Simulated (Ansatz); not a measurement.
GaN in the wurtzite structure was put through Ansatz (plane waves). Cell and atoms come from a relaxation with r2SCAN.

Structure:
```
CELL_PARAMETERS angstrom
3.18315 0.00000 0.00000
-1.59157 2.75669 0.00000
0.00000 0.00000 5.18363
ATOMIC_POSITIONS crystal
Ga 0.33333 0.66667 0.99911
Ga 0.66667 0.33333 0.49911
N 0.33333 0.66667 0.37589
N 0.66667 0.33333 0.87589
```

The log, with set-up remarks and timings taken out:
```
scf.n_extra_bands = 5 over 18 filled bands (N_el = 36.0): the run solves 23 bands
Functional definition: unnamed
ε∞ on k-mesh 6×6×4 of a primitive cell: xx 5.7588, yy 5.7588, zz 5.9402; 3/Tr ε∞, of that cell with its empty space = 0.17184307297666618
Crystal: 4 atoms, lattice volume = 45.486 Å³
Basis set: ecut = 420 eV, 893 PW (Γ)
Bands: 23, of which v1, the nominal top of the filled ones, is band 18 counted from 1 (17 counted from 0)
Symmetry: 12 space group operations
Space group: P63mc (ITA 186)
k-points: 21 of 144 (time reversal used)
[warm-up without exact exchange]
SCF 1 stopped early in 2 iterations: F = -8335.808479 eV  dr2 = 4.15e-5
[exact exchange on]
preconditioner: auto → none  [insulator: Δε(μ)=3.228 eV  ℏωp=33.0 eV]
SCF 2 stopped early in 7 iterations: F = -8336.609472 eV  dr2 = 2.79e-7
hybrid outer 1: dexx = +7.611e-3 eV, tail = 1.42e-5 eV
SCF 3 converged in 4 iterations: F = -8336.609292 eV  dr2 = 3.38e-10
hybrid outer 2: dexx = +2.215e-7 eV, tail = 4.88e-9 eV, Δε = 1.65e-3 eV, ΔF = 1.07e-4 eV/Å
hybrid SCF converged: 2 outer / 11 inner (+2 warm-up)
Free energy (F): -8336.609292 eV
Fermi energy:    8.942364 eV
--- Forces (eV/Å), atoms counted from 1 ---
  atom   1  Ga      0.00000      0.00000    -0.00785
  atom   2  Ga      0.00000      0.00000    -0.00785
  atom   3  N       0.00000      0.00000      0.00785
  atom   4  N       0.00000      0.00000      0.00785
--- Stress (GPa, compression-positive) ---
        1.809053       0.000000       0.000000
        0.000000       1.809053       0.000000
        0.000000       0.000000       1.557164
  P = ⅓ Tr σ = 1.7251 GPa (17.251 kbar)
--- Band table (eV; the first three rows and the last of 21) ---
  k-point 0: bands = […, 1.4702, 7.8376, 7.8376, 8.9122, 8.9424, 8.9424, 12.2020, 14.6952, 19.8912, 20.4586, …]
  k-point 1: bands = […, 2.5608, 7.3743, 7.9909, 7.9909, 8.7714, 8.7714, 13.4221, 14.8077, 19.4541, 20.1135, …]
  k-point 2: bands = […, 4.8720, 4.8720, 8.3732, 8.3732, 8.3732, 8.3732, 14.6766, 14.6766, 19.0480, 19.0480, …]
  k-point 20: bands = […, 2.4419, 2.4419, 4.4792, 4.4792, 7.3803, 7.3803, 16.8903, 16.8903, 17.7418, 17.7418, …]
```

bands.tsv, columns around the gap (it counts bands from 0):
```tsv
# k_distance	band_13	band_14	band_15	band_16	band_17	band_18	band_19	band_20	band_21
# fermi_ev = 8.942364
# [0, 0, 0] at k_distance = 0.000000
# [0.5, 0, 0] at k_distance = 1.139626
# [0.3333333333, 0.3333333333, 0] at k_distance = 1.797589
# [0, 0, 0.5] at k_distance = 3.246372
# [0.5, 0, 0.5] at k_distance = 4.385997
# [0.3333333333, 0.3333333333, 0.5] at k_distance = 5.043961
# levels_relative_to = fermi_ev
0.000	-1.105	-1.105	-0.030	0.000	0.000	3.260	5.753	10.949	11.516
1.140	-5.591	-4.454	-2.916	-2.329	-1.065	6.458	7.064	7.504	10.427
1.798	-5.617	-5.612	-3.166	-3.166	-2.912	6.458	9.596	9.596	10.000
3.246	-4.070	-0.569	-0.569	-0.569	-0.569	5.734	5.734	10.106	10.106
4.386	-6.990	-2.068	-2.068	-2.006	-2.006	5.782	5.782	9.379	9.379
5.044	-6.501	-4.463	-4.463	-1.562	-1.562	7.948	7.948	8.799	8.799
```
In order the rows are Γ, M, K, A, L, H.

Question: Write the input file that gave this output.

Answer:
```yaml
crystal:
  # lattice and atoms as above
  host: atoms
kpoints:
  mp_grid: { grid: [6, 6, 4] }
  band_path:
    path:
      - [0.0, 0.0, 0.0]
      - [0.5, 0.0, 0.0]
      - [0.3333333333, 0.3333333333, 0.0]
      - [0.0, 0.0, 0.5]
      - [0.5, 0.0, 0.5]
      - [0.3333333333, 0.3333333333, 0.5]
    npoints: 1
hamiltonian:
  xc:
    exchange: pbe
    correlation: pbe
    exx: { coeff: inverse_dielectric }
scf:
  occupations: { method: fixed }
  n_extra_bands: 5
output:
  forces: true
  stress: true
  eigenvalues: true
```
The exchange loop shows exact exchange. A single point prints forces and stress when the output block asks for them. Keys that only write grids to files are left aside. Keys that aren't typed take their defaults; thresholds and the kind of smearing can't be read off these lines.

Run as `ansatz run input.yaml --threads 4 --pin off --max-ram 7372MiB --backend cpu --events-out ev --progress --plain --runs-dir out`.

Question: It ran on 4 threads of Arm Neoverse V1 (shared host), load about 0.6 per core. About how long did it take, and how much host memory at the peak?

Answer: About 69 s, with a peak of 1.4 GiB.

The values are computed, spin-unpolarised, and not measurements.

The program warns that its thresholds are loose for a hybrid's stress.

The meshes of the hybrids are coarse, so their gaps aren't converged to the digits shown.
